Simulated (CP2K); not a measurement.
Bi2Se3 (Paraguanajuatite):

```
CELL_PARAMETERS angstrom
4.14300 0.00000 0.00000
-2.07150 3.58794 0.00000
-2.07150 -1.19598 9.54533
ATOMIC_POSITIONS crystal
Bi 0.19840 0.59920 0.79760
Bi 0.80160 0.40080 0.20240
Se 0.57660 0.78830 0.36490
Se 0.42340 0.21170 0.63510
Se 0.00000 0.00000 0.00000
```

Base run:

| Quantity | Value |
| --- | --- |
| Program | CP2K 2026.2 |
| Functional | PBEsol |
| Dispersion | D3(BJ) |
| Potentials or basis | POTENTIAL_UZH Bi GTH-PBE-q5, Se GTH-PBE-q6; DZVP-MOLOPT-PBE-GTH basis |
| Density cutoff | 6123 eV |
| k mesh | 8 × 8 × 8 |
| Occupations | fermi-dirac, width 0.05 eV |
| Spin | no spin polarisation |

Its results: band gap on the k mesh 0.10 eV, direct; pressure -0.3 GPa; largest force 0.412 eV/Å.

Problem. The run is repeated on the same cell with these changes: dispersion from D3(BJ) to D3. What comes out?

Solution. Band gap on the k mesh 0.10 eV, direct; pressure 0.6 GPa; largest force 0.389 eV/Å.

Caveats: the potentials were made for another functional, which shifts forces and pressure; spin-orbit coupling is left out, which as a rule narrows the gap of such compounds by several tenths of an eV; the basis of atomic orbitals isn't converged, which shifts pressures, moduli and gaps.

A k mesh can miss the band edges.

Not every run made on this cell is shown here.
